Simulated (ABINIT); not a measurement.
# KF and the effect of the functional

Symmetry: Fm-3m, No. 225, cubic system. Conventional cell: a = 5.344 Å, b = 5.344 Å, c = 5.344 Å, α = 90.00°, β = 90.00°, γ = 90.00°. Around K (site symmetry m-3m) lie 6 F at 2.67 Å. F (site symmetry m-3m) has 6 K at 2.67 Å as nearest neighbours.

Kept alike: task band structure; k mesh 9 × 9 × 9; occupations fermi-dirac, width 0.05 eV; no spin polarisation. Program: ABINIT, potentials by row: JTH PAW LDA v2.0 (LDA); JTH PAW PBE v2.0 (PBE); PseudoDojo NC SR PBEsol v0.4.1 standard (PBEsol). Cutoffs run from 626 to 1143 eV. The mesh is that of the run's cell of 2 atoms. No spin-orbit coupling.

| run | band gap (eV) | pressure (GPa) |
| --- | --- | --- |
| A | 6.062 | -0.74 |
| B | 5.794 | -3.39 |
| C | 6.172 | 1.46 |

Pressure is positive in compression; the values hold the error of the finite cutoff, so their zero can differ a little from the energy's minimum. Runs of this series that gave no sound value for these columns are left out. Gaps are the smaller of the mesh's and the band path's.

**Question.** The runs differ in the functional (and the cutoff that goes with it) (and the potentials named above) alone: LDA; PBE; PBEsol. Which run is which?

**Answer.** Run A is PBEsol; run B is LDA; run C is PBE. The band gap runs from 5.794 (LDA) to 6.172 eV (PBE). From PBE: LDA -0.378; PBEsol -0.110. The pressure runs from -3.39 (LDA) to 1.46 GPa (PBE). From PBE: LDA -4.85; PBEsol -2.20. A positive pressure means that the functional's own cell is larger than the one given, a negative one that it is smaller.
